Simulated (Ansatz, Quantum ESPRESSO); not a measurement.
# TiAl: the pressure in 2 programs

The cell as given:

```
CELL_PARAMETERS angstrom
2.83730 0.00000 0.00000
0.00000 2.83730 0.00000
0.00000 0.00000 4.05910
ATOMIC_POSITIONS crystal
Ti 0.00000 0.00000 0.00000
Al 0.50000 0.50000 0.50000
```

Kept alike: task relaxation of cell and atoms; functional PBEsol; k mesh 9 × 9 × 7; occupations fermi-dirac, width 0.05 eV; no spin polarisation. The mesh is that of the run's cell of 2 atoms. No spin-orbit coupling.

- A: Ansatz, all-electron LAPW, scalar-relativistic
- B: Quantum ESPRESSO, GBRV 1.5 PBEsol, cutoff 707 eV

| pressure (GPa) | A: volume (Å³/atom) | B: volume (Å³/atom) |
| --- | --- | --- |
| 0 | 15.782 | 15.765 |
| 5 | 15.185 | 15.172 |
| 10 | 14.681 | 14.669 |

Values hold for each row's relaxed cell, which stops near the pressure aimed at. The runs follow the start's structure, whether or not it is the stable one at these pressures.

Q: How large is the effect of the pressure, and do the programs agree on it?

A: From 0 to 10 GPa the volume moves by -1.101 in A, -1.096 in B (Å³/atom). Row by row the programs differ by 0.012 to 0.017, and over this span the shifts, as printed, agree within 1 %.

Compression shrinks the cell smoothly in both programs, and the second 5 GPa removes less volume than the first, so the alloy stiffens as it is squeezed. This is the usual behaviour of a metal: as the atoms approach, the kinetic energy of the valence electrons and the Pauli repulsion from the ion cores rise faster than the bonding energy gained. In TiAl the resistance probably comes largely from Ti d–d bonds and from Ti d states hybridised with Al s and p states.

B gives the slightly smaller volume at every pressure, an offset that probably stems from the pseudopotentials and hardly touches the compressibility. The agreement speaks for the numerics, not for the functional, which both programs share. The zero-pressure volumes of 15.782 and 15.765 Å³/atom lie below the measured one for γ-TiAl, most likely because PBEsol tends to overbind 3d metals; missing thermal expansion adds a smaller part. Volumes alone don't show how the compression divides between the tetragonal axes.
